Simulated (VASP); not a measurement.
# NaBr (relaxed from the rock salt structure, space group Fm-3m): computed properties

Calculation: PBEsol GGA, VASP's PBE PAW potentials (set 64) (plane waves; VASP).

```
Item                                                                                                               Value
---------------------------------------------  -------------------------------------------------------------------------
space group                                                                                                  Fm-3m (225)
cell                                           a = 5.919 Å, b = 5.919 Å, c = 5.919 Å, α = 90.00°, β = 90.00°, γ = 90.00°
volume per atom                                                                                           25.92 Å^3/atom
band gap (over mesh and band path)                                                                               4.07 eV
smallest direct gap (over mesh and band path)                                                                    4.07 eV
band-edge character                                                                                       direct, Γ to Γ
density                                                                                                       3.30 g/cm³
```

NaBr is modelled in the cubic space group Fm-3m (No. 225), the rock salt structure, Pearson symbol cF8. Lattice parameters: a = 5.919 Å, b = 5.919 Å, c = 5.919 Å, α = 90.00°, β = 90.00°, γ = 90.00°. Na on 4a has 6 Br at 2.960 Å (octahedral). Br on 4b is coordinated by 6 Na at 2.960 Å (octahedral). (Neighbours: up to the widest gap in distance over summed covalent radii, below 1.35, at either atom; cation-cation and far metal-metal contacts left out.)
(The calculation used a cell of 2 atoms; values per cell refer to that cell.)

The structure was generated: NaBr was put into the rock salt type (Fm-3m), which need not be its known phase. It was relaxed first, which changed the volume by -12 %. Symmetry was kept, so distortions that lower it aren't found.
